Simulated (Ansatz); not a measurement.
Cu Kα1 powder pattern (kinematic, no thermal factors).
| 2θ (°) | relative intensity |
| --- | --- |
| 12.90 | 27 |
| 25.96 | 5 |
| 27.99 | 19 |
| 33.64 | 100 |
| 38.86 | 10 |
| 39.39 | 5 |
| 41.11 | 7 |
| 42.98 | 6 |
| 47.34 | 5 |
| 54.54 | 3 |
| 56.13 | 17 |
| 56.53 | 33 |
| 57.86 | 2 |
| 62.85 | 2 |
| 63.88 | 3 |
| 67.06 | 23 |
| 67.77 | 11 |
| 67.98 | 1 |
| 70.72 | 4 |
| 73.21 | 2 |
| 82.10 | 2 |
| 83.42 | 5 |
| 84.75 | 2 |

The pattern is computed from a structure relaxed with DFT PBE, scalar-relativistic, plane waves, PAW in Ansatz 0.2.0. No spin polarisation. Its elements are Mg, O, Zn.

Give the structure.

Mg2ZnO3.
Space group I-4m2 (No. 119). a = 3.274 Å, b = 3.274 Å, c = 13.715 Å, α = 90.00°, β = 90.00°, γ = 90.00°
```tsv
atom	site	symmetry	x	y	z
Mg	4e	2mm.	0.5000	0.5000	0.1663
Zn	2a	-4m2	0.0000	0.0000	0.0000
O	4f	2mm.	0.0000	0.5000	0.0845
O	2d	-4m2	0.5000	0.0000	0.2500
```

A pattern alone doesn't exclude other cells with like lines; this is the one computed.

The cell was found from a structure generator's guess, not taken from experiment.
